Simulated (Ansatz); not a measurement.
## RbCl under changes of volume

One of the cells (35.094 Å³/atom); the others are scaled copies at fixed shape and fractional positions:

```
Rb Cl
1.0
     0.00000    3.27400    3.27400
     3.27400    0.00000    3.27400
     3.27400    3.27400    0.00000
Rb Cl
1 1
Direct
  0.00000 0.00000 0.00000
  0.50000 0.50000 0.50000
```

- Program: Ansatz 0.2.0
- Functional: PBE
- Potentials or basis: all-electron LAPW, scalar-relativistic
- Cutoff: 141 eV (chosen from the basis error)
- Basis error allowed: 0.0005 eV/atom
- k mesh: 7 × 7 × 7
- Occupations: fermi-dirac, width 0.05 eV
- Spin: no spin polarisation

```tsv
volume (Å³/atom)	energy over the lowest point (meV/atom)	pressure (GPa)	gap on the mesh (eV)
32.989	?	?	?
33.690	21.96	2.0	5.19
34.392	14.10	1.6	5.12
35.094	8.16	1.2	5.05
35.796	3.95	0.8	4.99
36.498	1.29	0.4	4.92
37.200	0.00	0.1	4.87
```

Question: What does the run at 32.989 Å³/atom give?

Answer: Energy over the lowest point 31.99 meV/atom; pressure 2.6 GPa; gap on the mesh 5.26 eV.

Worked out: A Birch-Murnaghan fit of order 3 (a polynomial in V^(-2/3)) to the other rows has its minimum at 37.58 Å³/atom, just outside them, with B0 = V·E''(V) = 14.2 GPa and B' = 4.9. It gives 31.97 meV/atom at 32.989 Å³/atom, against the run's 31.99, and -dE/dV = 2.6 GPa, against 2.6. A straight line through the other rows of the gap, of slope -3.26 eV per unit of ln V (its deformation potential), extrapolates to 5.26 eV, against the run's 5.26.

Energies are extrapolated to zero smearing.

Caveats: an odd mesh through Γ misses points on the zone boundary, where band edges often lie (some runs). Spin-orbit coupling on Rb is left out.

The runs don't all hold the same shells in valence.
